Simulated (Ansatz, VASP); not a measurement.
**V: VASP beside Ansatz**

The input INCAR:

```
SYSTEM = V
  PREC = Accurate
  ENCUT = 520
  EDIFF = 1E-6
  ISMEAR = -1
  SIGMA = 0.1
  LREAL = .False.
  LASPH = .True.
  NELM = 80
  ALGO = Normal
  ISIF = 2
  LWAVE = .False.
  LCHARG = .False.
  GGA = B5
  ALDAX = 1.0
  AGGAX = 1.0
  AGGAC = 1.0
  ALDAC = 0.0
  NBANDS = 12
```

File KPOINTS:

```
regular mesh
0
Gamma
  24 24 24
  0 0 0
```

Contents of POSCAR:

```
V
1.0
   -1.5332892637      1.5332892637      1.5332892637
    1.5332892637     -1.5332892637      1.5332892637
    1.5332892637      1.5332892637     -1.5332892637
V
1
Direct
    0.0000000000      0.0000000000      0.0000000000
```

Input for Ansatz:

```yaml
crystal:
  lattice:
    - [-1.5332892637, 1.5332892637, 1.5332892637]
    - [1.5332892637, -1.5332892637, 1.5332892637]
    - [1.5332892637, 1.5332892637, -1.5332892637]
  atoms:
    - { symbol: V, position: [0.0, 0.0, 0.0] }
hamiltonian:
  xc: blyp
  pseudopotentials:
    kind: paw
    azcp:
      V: "pseudopotentials/V.paw.azcp"
basis:
  ecutwfc: 420
  fft_grid_basis: typed
kpoints:
  mp_grid: { grid: [24, 24, 24], shift: [0, 0, 0] }
magnetization:
  spin_polarized: false
scf:
  occupations: { method: fermi_dirac, width: 0.1 }
output:
  stress: true
```

Alike in both runs: task single point; functional BLYP; k mesh 24 × 24 × 24; occupations fermi-dirac, width 0.1 eV; no spin polarisation.

|  | VASP | Ansatz |
| --- | --- | --- |
| version | VASP 6.6.1 | Ansatz 0.2.0 |
| potentials or method | VASP PAW PBE potentials, release 64 (V_sv) | plane waves (420 eV) with PAW, scalar-relativistic |
| plane-wave cutoff (eV) | 520 | 420 |
| valence electrons in the cell | 13 | 13 |

VASP gave:

| Property | Result |
| --- | --- |
| pressure (GPa) | -5.8 |

Task: Which values does Ansatz return?

Result: Pressure (GPa): -6.0.

Caveats: the PAW data sets were made with another functional, which shifts forces and pressure a little (VASP).
